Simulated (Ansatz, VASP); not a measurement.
## Pt in VASP and in Ansatz

```
Pt
1.0
    -1.60728    1.60728    1.53706
     1.60728   -1.60728    1.53706
     1.60728    1.60728   -1.53706
Pt
1
Direct
  0.00000 0.00000 0.00000
```

Change from the starting cell: strain +0.030 along x and y, -0.015 along z, atoms carried along.

Alike in both runs: task single point; functional PBEsol; k mesh 26 × 26 × 26; occupations gaussian, width 0.15 eV; no spin polarisation.

|  | VASP | Ansatz |
| --- | --- | --- |
| version | VASP 6.6.1 | Ansatz 0.2.0 |
| potentials or method | VASP PAW PBE potentials, release 64 (Pt) | scalar-relativistic, plane waves, PAW |
| plane-wave cutoff (eV) | 520 | 420 |
| valence electrons in the cell | 10 | 18 |

Ansatz gave:

| Property | Result |
| --- | --- |
| gap on the k mesh at the Fermi level (eV) | none |
| pressure (GPa) | -10.8 |
| largest component of the traceless stress (GPa) | 2.81 |

**Question.** What did VASP give for the same quantities?

**Answer.** gap on the k mesh at the Fermi level (eV): none; pressure (GPa): -11.2; largest component of the traceless stress (GPa): 2.81.

A gap of «none» marks a metal or a gap that the smearing closes. The functional is the same, so the differences come from potentials, cutoffs and numerics. The two sets of potentials don't hold the same shells in valence.

Caveats: the PAW data sets were made with another functional, which shifts forces and pressure a little (VASP). The runs have no spin-orbit coupling, so splittings on Pt are missing.
